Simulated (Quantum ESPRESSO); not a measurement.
TaN in Quantum ESPRESSO: the effect of functional

The system is TaN.

```
Ta N
1.0
     0.00000    2.21132    2.21132
     2.21132    0.00000    2.21132
     2.21132    2.21132    0.00000
Ta N
1 1
Direct
  0.50000 0.50000 0.50000
  0.00000 0.00000 0.00000
```

The cell comes from a database or a generator and needn't be the stable form of this composition.

Alike in all runs:

- Program: Quantum ESPRESSO 7.5
- Task: phonons
- Cutoff: 762 eV
- Density cutoff: 6095 eV
- k mesh: 7 × 7 × 7
- Occupations: cold, width 0.2 eV
- Spin: no spin polarisation

Each run relaxes the cell or the atoms first.

| functional | potentials or basis | relaxed volume (Å³/atom) | highest phonon frequency (cm⁻¹) |
| --- | --- | --- | --- |
| LDA | GBRV 1.5 LDA | 10.28 | 334 |
| PBEsol | GBRV 1.5 PBEsol | 10.47 | 322 |
| BLYP | GBRV 1.5 PBE | ? | ? |
| WC | GBRV 1.5 PBE | 10.55 | 318 |
| AM05 | GBRV 1.5 PBE | 10.45 | 319 |
| vdW-DF-cx | GBRV 1.5 PBE | 10.53 | 328 |

What does the run with functional BLYP give?

Relaxed volume 11.18 Å³/atom; highest phonon frequency 261 cm⁻¹.

Caveats: the mesh is thin for the phonons of a metal; the potentials were made for another functional, which shifts forces and pressure (some runs).

Runs at the PBE level aren't shown here.
